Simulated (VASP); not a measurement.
Here is a VASP 6.6.1 calculation.

Contents of INCAR:

```
SYSTEM = SnO2
PREC = Accurate
ENCUT = 600
EDIFF = 1E-6
ISMEAR = 0
SIGMA = 0.02
LREAL = .FALSE.
LASPH = .TRUE.
NELM = 100
ALGO = Normal
ISIF = 3
LWAVE = .FALSE.
LCHARG = .FALSE.
GGA = PS
IBRION = 2
NSW = 60
EDIFFG = -0.02
KPAR = 2
```

File KPOINTS:

```
Automatic mesh
0
G
  3 3 4
  0 0 0
```

File POSCAR:

```
SnO2
1.0
    4.7648180400      0.0000000000      0.0000000000
    0.0000000000      4.7648180400      0.0000000000
    0.0000000000      0.0000000000      3.2074997700
Sn O
2 4
Direct
    0.5000000000      0.5000000000      0.5000000000
    0.0000000000      0.0000000000      0.0000000000
    0.1940277000      0.8059723000      0.5000000000
    0.8059723000      0.1940277000      0.5000000000
    0.3059723000      0.3059723000      0.0000000000
    0.6940277000      0.6940277000      0.0000000000
```

Potentials or basis: VASP PAW PBE potentials, release 64 (Sn_d, O).

Command:

```bash
$ cat potpaw_PBE.64/Sn_d/POTCAR potpaw_PBE.64/O/POTCAR > POTCAR
$ mpirun -np 2 vasp_std > vasp.out
```

Task: Predict the relaxed cell.

Result: a = 4.770 Å, b = 4.770 Å, c = 3.216 Å, α = 90.00°, β = 90.00°, γ = 90.00°.

Task: Estimate the space group after relaxing (to 0.05 Å).

Result: P4_2/mnm (No. 136).

Final structure:
```yaml
crystal:
  lattice:
    - [4.77045, 0.00000, 0.00000]
    - [0.00000, 4.77045, 0.00000]
    - [0.00000, 0.00000, 3.21570]
  atoms:
    - { symbol: Sn, position: [0.50000, 0.50000, 0.50000] }
    - { symbol: Sn, position: [0.00000, 0.00000, 0.00000] }
    - { symbol: O, position: [0.19378, 0.80622, 0.50000] }
    - { symbol: O, position: [0.80622, 0.19378, 0.50000] }
    - { symbol: O, position: [0.30622, 0.30622, 0.00000] }
    - { symbol: O, position: [0.69378, 0.69378, 0.00000] }
```

Caveat: the k mesh is coarse (spacing up to 0.49 Å⁻¹), so the values aren't converged.
